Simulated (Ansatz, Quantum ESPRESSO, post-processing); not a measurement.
# NaF(001): dielectric constant from slabs in a field, part 6 of 7

Aim: the dielectric constant along the normal from slabs of two thicknesses in a field, starting with NaF(001), 5 layers.

Quantum ESPRESSO 7.5; plane-wave DFT, PBE, GBRV ultrasoft pseudopotentials; geometry by Ansatz 0.2.0 with PAW datasets.

So far. Step 12 (Relaxed-ion response of the slab in a field, 5 layers): ε = 0.1000 / 0.0223 = 4.49.

## (14) SCF with pw.x, 9 layers: no field

Level of this step: plane-wave DFT, PBE, GBRV ultrasoft pseudopotentials (Quantum ESPRESSO 7.5).

n9.f0.in

```
&control
  prefix = 'n9.f0'
  outdir = './out'
  pseudo_dir = './pseudo'
  calculation = 'scf'
  tprnfor = .true.
  tefield = .true.
  dipfield = .true.
/
&system
  ibrav = 0
  nat = 18
  ntyp = 2
  ecutwfc = 40
  ecutrho = 200
  occupations = 'fixed'
  edir = 3
  emaxpos = 0.97
  eopreg = 0.04
  eamp = 0.0
/
&electrons
  conv_thr = 1e-10
  mixing_beta = 0.5
  electron_maxstep = 120
/
ATOMIC_SPECIES
  Na  22.9898  na_pbe_v1.5.uspp.F.UPF
  F   18.9984  f_pbe_v1.4.uspp.F.UPF
CELL_PARAMETERS angstrom
  3.32340187160000 0.00000000000000 0.00000000000000
  0.00000000000000 3.32340187160000 0.00000000000000
  0.00000000000000 0.00000000000000 34.80000000000000
ATOMIC_POSITIONS crystal
  Na  -0.000000000000 0.000000000000 0.230329923479
  F   0.500000000000 0.500000000000 0.229598094723
  Na  0.500000000000 0.500000000000 0.297257914413
  F   -0.000000000000 0.000000000000 0.297382703715
  Na  -0.000000000000 0.000000000000 0.364902908118
  F   0.500000000000 0.500000000000 0.364878442130
  Na  0.500000000000 0.500000000000 0.432442018779
  F   -0.000000000000 0.000000000000 0.432447180362
  Na  0.000000000000 0.000000000000 0.499999992512
  F   0.500000000000 0.500000000000 0.500000007247
  Na  0.500000000000 0.500000000000 0.567557966318
  F   0.000000000000 0.000000000000 0.567552834023
  Na  0.000000000000 0.000000000000 0.635097076587
  F   0.500000000000 0.500000000000 0.635121572654
  Na  0.500000000000 0.500000000000 0.702742071910
  F   0.000000000000 0.000000000000 0.702617308868
  Na  0.000000000000 0.000000000000 0.769670056458
  F   0.500000000000 0.500000000000 0.770401927705
K_POINTS automatic
  8 8 1 0 0 0
```

Launch:

```sh
OMP_NUM_THREADS=1 mpirun -n 8 pw.x -nk 4 -in n9.f0.in > n9.f0.out
```

Log:

```text
[banner, memory and clock lines left out]
Program PWSCF v.7.5 starts
[...]
number of electrons       =       144.00
     number of Kohn-Sham states=           72
     kinetic-energy cutoff     =      40.0000  Ry
     charge density cutoff     =     200.0000  Ry
[...]
number of k points=    34
[...]
Dense  grid:   123677 G-vectors     FFT dimensions: (  30,  30, 300)
[...]
negative rho (up, down):  5.825E-04 0.000E+00
[...]
Starting wfcs are   81 randomized atomic wfcs
[...]
negative rho (up, down):  1.901E-04 0.000E+00
[...]
estimated scf accuracy    <       2.30117458 Ry
[...]
negative rho (up, down):  8.754E-05 0.000E+00
[...]
estimated scf accuracy    <       0.53582637 Ry
[...]
negative rho (up, down):  1.322E-04 0.000E+00
[...]
estimated scf accuracy    <       0.02932628 Ry
[...]
negative rho (up, down):  1.724E-04 0.000E+00
[...]
estimated scf accuracy    <       0.00887026 Ry
[...]
negative rho (up, down):  1.919E-04 0.000E+00
[...]
estimated scf accuracy    <       0.00038501 Ry
[...]
negative rho (up, down):  1.932E-04 0.000E+00
[...]
estimated scf accuracy    <       0.00031908 Ry
[...]
negative rho (up, down):  2.011E-04 0.000E+00
[...]
estimated scf accuracy    <       0.00011646 Ry
[...]
negative rho (up, down):  2.045E-04 0.000E+00
[...]
estimated scf accuracy    <       0.00001078 Ry
[...]
negative rho (up, down):  2.056E-04 0.000E+00
[...]
estimated scf accuracy    <       0.00000014 Ry
[...]
negative rho (up, down):  2.060E-04 0.000E+00
[...]
estimated scf accuracy    <          6.1E-09 Ry
[...]
negative rho (up, down):  2.063E-04 0.000E+00
[...]
estimated scf accuracy    <          9.3E-09 Ry
[...]
negative rho (up, down):  2.064E-04 0.000E+00
[...]
estimated scf accuracy    <          3.0E-10 Ry
[...]
negative rho (up, down):  2.065E-04 0.000E+00
[...]
Total length         63.1320 bohr
[...]
estimated scf accuracy    <          1.7E-10 Ry
[...]
negative rho (up, down):  2.066E-04 0.000E+00
[...]
Computed dipole along edir(3) :
        Dipole               -0.0000 Ry au,         -0.0000 Debye
        Dipole field         -0.0000 Ry au,
        Potential amp.        0.0000 Ry
        Total length         63.1320 bohr
[...]
highest occupied level (ev):    -2.3318
!    total energy              =   -1297.79332200 Ry
     estimated scf accuracy    <          5.1E-13 Ry
[...]
one-electron contribution =  -12121.62765685 Ry
     hartree contribution      =    6104.70539272 Ry
     xc contribution           =    -214.72671554 Ry
     ewald contribution        =    4933.85565767 Ry
     electric field correction =       0.00000000 Ry
     convergence has been achieved in  14 iterations
[...]
Total force =     0.001491     Total SCF correction =     0.000002
[...]
```

The job ended after 95 s (8 MPI ranks of Arm Neoverse V2, shared host; peak memory 1.4 GiB).

Numbers from this step:

| Item | Value |
| --- | --- |
| free energy | -17657.3777 eV |
| dipole along the normal | 0 e·Å |
| valence top, on the run's zero | -2.332 eV |

## (15) Potential by pp.x, 9 layers

n9.f0.pot.in

```
&inputpp
  prefix = 'n9.f0'
  outdir = './out'
  filplot = 'n9.f0.pot.dat'
  plot_num = 11
/
```

Launch:

```sh
OMP_NUM_THREADS=1 mpirun -n 8 pp.x -in n9.f0.pot.in > n9.f0.pot.out
```

The job ended after 0.85 s (8 MPI ranks; peak memory 0.11 GiB; 6 s of CPU time).

Numbers from this step:

| Property | Result |
| --- | --- |
| slope of the potential above | -2.84e-5 eV/Å |
| upper vacuum line continued to the top atoms, over the valence top | 6.803 eV |
| slope of the potential below | 1.34e-5 eV/Å |
| lower vacuum line continued to the bottom atoms, over the valence top | 6.803 eV |
| vacuum level at the upper face over the valence top of the mesh | 6.803 eV |
| vacuum level at the lower face over the valence top of the mesh | 6.803 eV |

## (16) Ground state, 9 layers: field 0.1 V/Å

n9.f1.in is the input of step 14 with these lines changed:

```diff
@@ -1,3 +1,3 @@
 &control
-  prefix = 'n9.f0'
+  prefix = 'n9.f1'
   outdir = './out'
@@ -19,3 +19,3 @@
   eopreg = 0.04
-  eamp = 0.0
+  eamp = 0.00194469
 /
```

Launch:

```sh
OMP_NUM_THREADS=1 mpirun -n 8 pw.x -nk 4 -in n9.f1.in > n9.f1.out
```

Log:

```text
[banner, memory and clock lines left out]
Program PWSCF v.7.5 starts
[...]
number of electrons       =       144.00
     number of Kohn-Sham states=           72
     kinetic-energy cutoff     =      40.0000  Ry
     charge density cutoff     =     200.0000  Ry
[...]
number of k points=    34
[...]
Dense  grid:   123677 G-vectors     FFT dimensions: (  30,  30, 300)
[...]
negative rho (up, down):  5.825E-04 0.000E+00
[...]
Starting wfcs are   81 randomized atomic wfcs
[...]
negative rho (up, down):  1.911E-04 0.000E+00
[...]
estimated scf accuracy    <       2.30066281 Ry
[...]
negative rho (up, down):  8.826E-05 0.000E+00
[...]
estimated scf accuracy    <       0.53571365 Ry
[...]
negative rho (up, down):  1.321E-04 0.000E+00
[...]
estimated scf accuracy    <       0.02929289 Ry
[...]
negative rho (up, down):  1.712E-04 0.000E+00
[...]
estimated scf accuracy    <       0.00875539 Ry
[...]
negative rho (up, down):  1.924E-04 0.000E+00
[...]
estimated scf accuracy    <       0.00033141 Ry
[...]
negative rho (up, down):  1.938E-04 0.000E+00
[...]
estimated scf accuracy    <       0.00038042 Ry
[...]
negative rho (up, down):  2.006E-04 0.000E+00
[...]
estimated scf accuracy    <       0.00005255 Ry
[...]
negative rho (up, down):  2.044E-04 0.000E+00
[...]
estimated scf accuracy    <       0.00001538 Ry
[...]
negative rho (up, down):  2.054E-04 0.000E+00
[...]
estimated scf accuracy    <       0.00000010 Ry
[...]
negative rho (up, down):  2.059E-04 0.000E+00
[...]
estimated scf accuracy    <          3.6E-09 Ry
[...]
negative rho (up, down):  2.061E-04 0.000E+00
[...]
estimated scf accuracy    <          2.8E-09 Ry
[...]
negative rho (up, down):  2.063E-04 0.000E+00
[...]
estimated scf accuracy    <          1.9E-10 Ry
[...]
negative rho (up, down):  2.064E-04 0.000E+00
[...]
Computed dipole along edir(3) :
        Dipole                0.1165 Ry au,          0.2962 Debye
        Dipole field          0.0006 Ry au,
        E field amplitude [Ha a.u.]:  1.9447E-03
        Potential amp.        0.1743 Ry
        Total length         63.1320 bohr
[...]
highest occupied level (ev):    -1.8204
!    total energy              =   -1297.79354863 Ry
     estimated scf accuracy    <          1.6E-11 Ry
[...]
one-electron contribution =  -12121.62501147 Ry
     hartree contribution      =    6104.70275042 Ry
     xc contribution           =    -214.72655779 Ry
     ewald contribution        =    4933.85565767 Ry
     electric field correction =      -0.00038746 Ry
     convergence has been achieved in  13 iterations
[...]
Total force =     0.009126     Total SCF correction =     0.000005
[...]
```

It took 90 s on 8 MPI ranks; peak memory 1.4 GiB; 12 min of CPU time.

This step gave:

* free energy: -17657.3808 eV
* dipole along the normal: 0.06167 e·Å
* valence top, on the run's zero: -1.820 eV

## (17) Potential by pp.x, 9 layers

n9.f1.pot.in

```
&inputpp
  prefix = 'n9.f1'
  outdir = './out'
  filplot = 'n9.f1.pot.dat'
  plot_num = 11
/
```

Launch:

```sh
OMP_NUM_THREADS=1 mpirun -n 8 pp.x -in n9.f1.pot.in > n9.f1.pot.out
```

It took 0.84 s on 8 MPI ranks; peak memory 0.12 GiB.

This step gave:

* slope of the potential above: 0.09997 eV/Å
* upper vacuum line continued to the top atoms, over the valence top: 6.752 eV
* slope of the potential below: 0.1000 eV/Å
* lower vacuum line continued to the bottom atoms, over the valence top: 5.880 eV

The slope in the vacuum is 0.100 eV/Å for an applied 0.10 V/Å, as it should be.

## (18) Clamped-ion dielectric constant from the field inside the slab, 9 layers

Numbers from this step:

| Item | Value |
| --- | --- |
| change of slope in the vacuum | 0.10000 eV/Å |
| polarisability a cell | 8.880 Å³ |
| sheet polarisability 4πα/A | 10.10 Å |
| change of slope inside | 0.05367 eV/Å |
| dielectric constant | 1.863 |

Running mean over one layer period, set to zero at the slab's centre. The change of the potential energy, second field less first by z:

z (Å), change of the potential energy, second field less first (eV) and a bar from the least value:
```
        0      -0.37 ##########
        1      -1.03 
        2      -1.03 
        3      -0.93 #
        4      -0.83 ###
        5      -0.73 ####
        6      -0.64 ######
        7      -0.56 #######
        8      -0.50 ########
        9      -0.45 #########
       10      -0.40 #########
       11      -0.34 ##########
       12      -0.29 ###########
       13      -0.24 ############
       14      -0.18 #############
       15      -0.13 #############
       16      -0.08 ##############
       17      -0.02 ###############
       18       0.03 ################
       19       0.09 #################
       20       0.14 #################
       21       0.19 ##################
       22       0.25 ###################
       23       0.30 ####################
       24       0.35 #####################
       25       0.41 #####################
       26       0.46 ######################
       27       0.51 #######################
       28       0.57 ########################
       29       0.66 #########################
       30       0.76 ###########################
       31       0.86 ############################
       32       0.96 ##############################
       33       0.99 ##############################
       34       0.40 #####################
```

ε = 0.1000 / 0.0537 = 1.86.

## (19) By thickness

The sheet polarisability 4πα/A by layers:

| layers | sheet polarisability 4πα/A (Å) |
| --- | --- |
| 5.00 | 5.75 |
| 9.00 | 10.1 |

The dielectric constant stays at 1.86 for layers from 5 to 9.

## (20) Ground state, 5 layers, with eopreg = 0.01

A sensitivity test on the input.

n5.f1.w0.in

```
&control
  prefix = 'n5.f1.w0'
  outdir = './out'
  pseudo_dir = './pseudo'
  calculation = 'scf'
  tprnfor = .true.
  tefield = .true.
  dipfield = .true.
/
&system
  ibrav = 0
  nat = 10
  ntyp = 2
  ecutwfc = 40
  ecutrho = 200
  occupations = 'fixed'
  edir = 3
  emaxpos = 0.97
  eopreg = 0.01
  eamp = 0.00194469
/
&electrons
  conv_thr = 1e-10
  mixing_beta = 0.5
  electron_maxstep = 120
/
ATOMIC_SPECIES
  Na  22.9898  na_pbe_v1.5.uspp.F.UPF
  F   18.9984  f_pbe_v1.4.uspp.F.UPF
CELL_PARAMETERS angstrom
  3.32340187160000 0.00000000000000 0.00000000000000
  0.00000000000000 3.32340187160000 0.00000000000000
  0.00000000000000 0.00000000000000 25.40000000000000
ATOMIC_POSITIONS crystal
  Na  -0.000000000000 0.000000000000 0.315643956391
  F   0.500000000000 0.500000000000 0.314643257751
  Na  0.500000000000 0.500000000000 0.407349630328
  F   -0.000000000000 0.000000000000 0.407508276429
  Na  0.000000000000 0.000000000000 0.499999995190
  F   0.500000000000 0.500000000000 0.500000004652
  Na  0.500000000000 0.500000000000 0.592650361079
  F   0.000000000000 0.000000000000 0.592491731327
  Na  0.000000000000 0.000000000000 0.684356030873
  F   0.500000000000 0.500000000000 0.685356755981
K_POINTS automatic
  8 8 1 0 0 0
```

Launch:

```sh
OMP_NUM_THREADS=1 mpirun -n 8 pw.x -nk 4 -in n5.f1.w0.in > n5.f1.w0.out
```

Log:

```text
[banner, memory and clock lines left out]
Program PWSCF v.7.5 starts
[citation notice left out]

[...]
bravais-lattice index     =            0
     lattice parameter (alat)  =       6.2803  a.u.
     unit-cell volume          =    1893.1980 (a.u.)^3
     number of atoms/cell      =           10
     number of atomic types    =            2
     number of electrons       =        80.00
     number of Kohn-Sham states=           40
     kinetic-energy cutoff     =      40.0000  Ry
     charge density cutoff     =     200.0000  Ry
     scf convergence threshold =      1.0E-10
     mixing beta               =       0.5000
     number of iterations used =            8  plain     mixing
     Exchange-correlation=  SLA  PW   PBX  PBC
                           (   1   4   3   4   0   0   0)

[...]
PseudoPot. # 1 for Na read from file:
     ./pseudo/na_pbe_v1.5.uspp.F.UPF
     Pseudo is Ultrasoft, Zval =  9.0
     Generated by new atomic code, or converted to UPF format
     Using radial grid of  819 points,  5 beta functions with:
                l(1) =   0
                l(2) =   0
                l(3) =   1
                l(4) =   1
                l(5) =   2
     Q(r) pseudized with  8 coefficients,  rinner =    1.250   1.250   1.250
                                                       1.250   1.250

     PseudoPot. # 2 for F  read from file:
     ./pseudo/f_pbe_v1.4.uspp.F.UPF
     Pseudo is Ultrasoft, Zval =  7.0
     Generated by new atomic code, or converted to UPF format
     Using radial grid of  799 points,  4 beta functions with:
                l(1) =   0
                l(2) =   0
                l(3) =   1
                l(4) =   1
     Q(r) pseudized with  8 coefficients,  rinner =    0.950   0.950   0.950

     atomic species   valence    mass     pseudopotential
     Na                9.00    22.98980     Na( 1.00)
     F                 7.00    18.99840     F ( 1.00)

     No symmetry found

[...]
number of k points=    34
[...]
Dense  grid:    90245 G-vectors     FFT dimensions: (  30,  30, 225)

     Smooth grid:    64785 G-vectors     FFT dimensions: (  25,  25, 200)

     Initial potential from superposition of free atoms

     starting charge      79.9685, renormalised to      80.0000

     negative rho (up, down):  5.922E-04 0.000E+00

     Adding external electric field

     Computed dipole along edir(3) :
        Dipole               -0.0000 Ry au,         -0.0000 Debye
        Dipole field         -0.0000 Ry au,

        E field amplitude [Ha a.u.]:  1.9447E-03
        Potential amp.        0.1848 Ry
        Total length         47.5191 bohr

     Starting wfcs are   45 randomized atomic wfcs

     per-process dynamical memory:    58.6 Mb

     Self-consistent Calculation

     iteration #  1     ecut=    40.00 Ry     beta= 0.50
     Davidson diagonalization with overlap
     ethr =  1.00E-02,  avg # of iterations =  1.0

     negative rho (up, down):  2.275E-04 0.000E+00

     Adding external electric field

     Computed dipole along edir(3) :
        Dipole                0.0330 Ry au,          0.0838 Debye
        Dipole field          0.0002 Ry au,

        E field amplitude [Ha a.u.]:  1.9447E-03
        Potential amp.        0.1640 Ry
        Total length         47.5191 bohr

     total energy              =    -720.52808248 Ry
     estimated scf accuracy    <       1.34661943 Ry

     iteration #  2     ecut=    40.00 Ry     beta= 0.50
[...]
negative rho (up, down):  1.161E-04 0.000E+00

[...]
Dipole                0.0540 Ry au,          0.1371 Debye
[...]
E field amplitude [Ha a.u.]:  1.9447E-03
[...]
total energy              =    -720.94460071 Ry
     estimated scf accuracy    <       0.31862371 Ry

     iteration #  3     ecut=    40.00 Ry     beta= 0.50
[...]
negative rho (up, down):  1.434E-04 0.000E+00

[...]
Dipole                0.0745 Ry au,          0.1893 Debye
[...]
E field amplitude [Ha a.u.]:  1.9447E-03
[...]
total energy              =    -720.98108981 Ry
     estimated scf accuracy    <       0.01810744 Ry

     iteration #  4     ecut=    40.00 Ry     beta= 0.50
[...]
negative rho (up, down):  1.822E-04 0.000E+00

[...]
Dipole                0.0657 Ry au,          0.1671 Debye
[...]
E field amplitude [Ha a.u.]:  1.9447E-03
[...]
total energy              =    -720.98293023 Ry
     estimated scf accuracy    <       0.00541681 Ry

     iteration #  5     ecut=    40.00 Ry     beta= 0.50
[...]
negative rho (up, down):  2.018E-04 0.000E+00

[...]
Dipole                0.0645 Ry au,          0.1640 Debye
[...]
E field amplitude [Ha a.u.]:  1.9447E-03
[...]
total energy              =    -720.98452314 Ry
     estimated scf accuracy    <       0.00040283 Ry

     iteration #  6     ecut=    40.00 Ry     beta= 0.50
[...]
negative rho (up, down):  2.018E-04 0.000E+00

[...]
Dipole                0.0668 Ry au,          0.1697 Debye
[...]
E field amplitude [Ha a.u.]:  1.9447E-03
[...]
total energy              =    -720.98434828 Ry
     estimated scf accuracy    <       0.00030937 Ry

[...]
iteration #  9     ecut=    40.00 Ry     beta= 0.50
[...]
negative rho (up, down):  2.136E-04 0.000E+00

[...]
Dipole                0.0663 Ry au,          0.1685 Debye
[...]
E field amplitude [Ha a.u.]:  1.9447E-03
[...]
total energy              =    -720.98445307 Ry
     estimated scf accuracy    <       0.00000035 Ry

     iteration # 10     ecut=    40.00 Ry     beta= 0.50
[...]
negative rho (up, down):  2.142E-04 0.000E+00

[...]
Dipole                0.0663 Ry au,          0.1685 Debye
[...]
E field amplitude [Ha a.u.]:  1.9447E-03
[...]
total energy              =    -720.98445312 Ry
     estimated scf accuracy    <       0.00000005 Ry

     iteration # 11     ecut=    40.00 Ry     beta= 0.50
[...]
negative rho (up, down):  2.144E-04 0.000E+00

[...]
Dipole                0.0663 Ry au,          0.1685 Debye
[...]
E field amplitude [Ha a.u.]:  1.9447E-03
[...]
total energy              =    -720.98445314 Ry
     estimated scf accuracy    <          7.1E-10 Ry

     iteration # 12     ecut=    40.00 Ry     beta= 0.50
[...]
negative rho (up, down):  2.146E-04 0.000E+00

[...]
Dipole                0.0663 Ry au,          0.1685 Debye
[...]
E field amplitude [Ha a.u.]:  1.9447E-03
[...]
End of self-consistent calculation

          k = 0.0000 0.0000 0.0000 (  8033 PWs)   bands (ev):

   -51.1596 -50.7445 -50.6668 -50.6191 -50.4912 -23.2157 -23.0394 -23.0394
   -22.8894 -22.8262 -22.6945 -22.6521 -22.6521 -22.6192 -22.5470 -22.5470
   -22.5248 -22.5248 -22.3965 -22.3965 -22.3844 -22.2814 -22.1548 -22.0587
   -21.7930  -4.6218  -4.3658  -4.0346  -3.8403  -3.8403  -3.7143  -3.6580
    -3.6580  -3.5734  -3.5734  -3.4468  -3.4468  -3.3461  -3.1157  -3.1157

          k = 0.0000 0.1250 0.0000 (  8085 PWs)   bands (ev):

   -51.1591 -50.7439 -50.6663 -50.6186 -50.4907 -23.2276 -23.1293 -23.0377
   -22.9050 -22.8757 -22.7857 -22.6846 -22.6502 -22.6246 -22.6103 -22.5452
   -22.5231 -22.4765 -22.4687 -22.3950 -22.2751 -22.2022 -22.0718 -21.9730
   -21.7303  -4.5947  -4.3890  -4.1273  -3.9279  -3.8359  -3.8177  -3.7323
    -3.6616  -3.6584  -3.5832  -3.5423  -3.4587  -3.3343  -3.2312  -3.1246

[...]
highest occupied level (ev):    -3.1157

!    total energy              =    -720.98445314 Ry
     estimated scf accuracy    <          5.1E-11 Ry

     The total energy is the sum of the following terms:
     one-electron contribution =   -5299.72363874 Ry
     hartree contribution      =    2671.07429523 Ry
     xc contribution           =    -119.26545216 Ry
     ewald contribution        =    2026.93057120 Ry
     electric field correction =      -0.00022868 Ry

     convergence has been achieved in  12 iterations

     Forces acting on atoms (cartesian axes, Ry/au):

     atom    1 type  1   force =     0.00000000   -0.00000001    0.00117642
     atom    2 type  2   force =     0.00000000    0.00000000   -0.00262320
     atom    3 type  1   force =     0.00000002   -0.00000001    0.00206197
     atom    4 type  2   force =    -0.00000000    0.00000002   -0.00215143
     atom    5 type  1   force =    -0.00000001    0.00000001    0.00212695
     atom    6 type  2   force =    -0.00000000   -0.00000000   -0.00212211
     atom    7 type  1   force =    -0.00000002   -0.00000001    0.00217213
     atom    8 type  2   force =     0.00000000   -0.00000001   -0.00208145
     atom    9 type  1   force =    -0.00000001    0.00000000    0.00306319
     atom   10 type  2   force =     0.00000001   -0.00000000   -0.00162246

     Total force =     0.006873     Total SCF correction =     0.000010

[...]
```

Wall time 26 s (8 MPI ranks); peak memory 0.84 GiB.

Beside the run it was changed from:

| quantity | this run | unchanged run | difference |
| --- | --- | --- | --- |
| dipole along the normal (e·Å) | 0.03508 | 0.03508 | 0 |
| free energy (eV) | -9809.493 | -9809.493 | -1.4e-7 |
| wall time (s) | 26 | 29 |  |
| SCF iterations | 12 | 14 |  |

The free energy moves by -1.4e-05 meV an atom.

The physical values in this table stay within 0.05 %.

[end of part 6 of 7]

[Logs are printed without paths, hosts, clocks, repeated set-up lines and the standing remarks that a program may print on its own settings, such as how far it seeks lower states.]

[Hosts, paths, dates, database ids (printed as entryN), source tags and the programs' standing remarks are cut or masked in the printed files.]

[Maps of the electrostatic potential energy from Ansatz leave out the sawtooth potential of an applied field or a dipole correction, so their vacuum need not be flat; planar profiles and work functions include it.]
